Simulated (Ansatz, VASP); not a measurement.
One calculation of Se, two programs

The input INCAR:

```
SYSTEM = Se
PREC     = Accurate       ! precision mode
ENCUT    = 520            ! plane-wave cutoff, eV
EDIFF    = 1E-7           ! SCF threshold, eV
ISMEAR   = 0              ! smearing method
SIGMA    = 0.2            ! smearing width, eV
LREAL    = .False.        ! projectors in reciprocal space
LASPH    = .True.         ! aspherical terms in the spheres
NELM     = 60             ! most SCF steps
ALGO     = Normal         ! electronic algorithm
ISIF     = 2              ! what is computed and relaxed
LWAVE    = .False.        ! write WAVECAR
LCHARG   = .False.        ! write CHGCAR
NBANDS   = 16             ! bands
```

Contents of KPOINTS:

```
Automatic mesh
0
Gamma
  9 9 6
  0 0 0
```

POSCAR

```
Se
1.0
    3.9534579885      0.0000000000      0.0000000000
   -1.9767289943      3.4237950508      0.0000000000
    0.0000000000      0.0000000000      5.1205317866
Se
3
Direct
    0.2543546533      1.0000000000      0.3333333333
    1.0000000000      0.2543546533      0.6666666667
    0.7456453467      0.7456453467      1.0000000000
```

Input for Ansatz:

```yaml
crystal:
  lattice:
    - [3.9534579885, 0.0, 0.0]
    - [-1.9767289943, 3.4237950508, 0.0]
    - [0.0, 0.0, 5.1205317866]
  atoms:
    - { symbol: Se, position: [0.2543546533, 1.0, 0.3333333333] }
    - { symbol: Se, position: [1.0, 0.2543546533, 0.6666666667] }
    - { symbol: Se, position: [0.7456453467, 0.7456453467, 1.0] }
hamiltonian:
  xc: lda
  pseudopotentials:
    kind: paw
    azcp:
      Se: "pseudopotentials/Se.paw.azcp"
basis:
  ecutwfc: 420
  fft_grid_basis: typed
kpoints:
  mp_grid: { grid: [9, 9, 6], shift: [0, 0, 0] }
magnetization:
  spin_polarized: false
scf:
  occupations: { method: gaussian, width: 0.2 }
  lower_state_search: "off"
output:
  stress: true
```

Alike in both runs: task single point; functional LDA; k mesh 9 × 9 × 6; occupations gaussian, width 0.2 eV; no spin polarisation.

|  | VASP | Ansatz |
| --- | --- | --- |
| version | VASP 6.6.1 | Ansatz 0.2.0 |
| potentials or method | VASP PAW LDA potentials, release 64 (Se) | plane waves (420 eV) with PAW, scalar-relativistic |
| plane-wave cutoff (eV) | 520 | 420 |
| valence electrons in the cell | 18 | 48 |

Ansatz gave:

- pressure (GPa): 0.0
- largest component of the traceless stress (GPa): 0.01

Q: Estimate VASP's values.

A: Pressure (GPa): 0.2; largest component of the traceless stress (GPa): 0.11.

The two sets of potentials don't hold the same shells in valence. Ansatz warned: «pseudo_functional_mismatch».
